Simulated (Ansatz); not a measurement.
Start from Ti₃SiC₂ (space group P6_3/mmc, No. 194; a = 3.0424 Å, c = 17.5771 Å).

Structures relaxed with PBEsol, PAW, 420 eV (Ansatz, a quantum-chemistry and plane-wave program; spin-orbit coupling left out).

Base:

Simulated powder pattern, Cu Kα1, λ = 1.54056 Å (kinematic, ideal powder, no thermal factors, no anomalous dispersion; the 14 strongest lines at most, above 2 %, up to 2θ = 90°):

```json
[
 {"2θ (°)": "10.06", "I/Imax (%)": "16", "hkl": "(002)"},
 {"2θ (°)": "34.39", "I/Imax (%)": "29", "hkl": "(101)"},
 {"2θ (°)": "37.39", "I/Imax (%)": "6.4", "hkl": "(103)"},
 {"2θ (°)": "39.86", "I/Imax (%)": "100", "hkl": "(104)"},
 {"2θ (°)": "41.05", "I/Imax (%)": "20", "hkl": "(008)"},
 {"2θ (°)": "42.86", "I/Imax (%)": "38", "hkl": "(105)"},
 {"2θ (°)": "54.32", "I/Imax (%)": "4.5", "hkl": "(108)"},
 {"2θ (°)": "58.81", "I/Imax (%)": "16", "hkl": "(109)"},
 {"2θ (°)": "60.84", "I/Imax (%)": "29", "hkl": "(110)"},
 {"2θ (°)": "73.98", "I/Imax (%)": "9.9", "hkl": "(1 0 12)"},
 {"2θ (°)": "75.24", "I/Imax (%)": "13", "hkl": "(204)"},
 {"2θ (°)": "76.03", "I/Imax (%)": "17", "hkl": "(118)"},
 {"2θ (°)": "77.28", "I/Imax (%)": "5.3", "hkl": "(205)"},
 {"2θ (°)": "89.71", "I/Imax (%)": "4.3", "hkl": "(209)"}
]
```

After one change:

Simulated powder pattern, Cu Kα1, λ = 1.54056 Å (kinematic, ideal powder, no thermal factors, no anomalous dispersion; the 14 strongest lines at most, above 2 %, up to 2θ = 90°):

```csv
2θ (°),I/Imax (%)
10.02,17
34.27,28
37.26,6.6
39.72,100
40.90,20
42.70,38
54.12,4.4
58.58,16
60.61,29
73.68,10
74.94,13
75.72,17
76.96,5.3
89.31,4.3
```

Problem. Name the change that was made.
A. pressure 5 GPa
B. pressure −2 GPa
C. pressure 0.3 GPa
D. pressure 0.7 GPa

Solution. B, pressure −2 GPa. Its volume per atom is 11.86 Å³ against 11.74 Å³, and its space group is P6_3/mmc (No. 194).

Load acts through the strain it causes; cell and atoms are relaxed under it. Whether these cells are dynamically stable was not tested. No other phases were tried under pressure. All final runs are without spin polarisation.
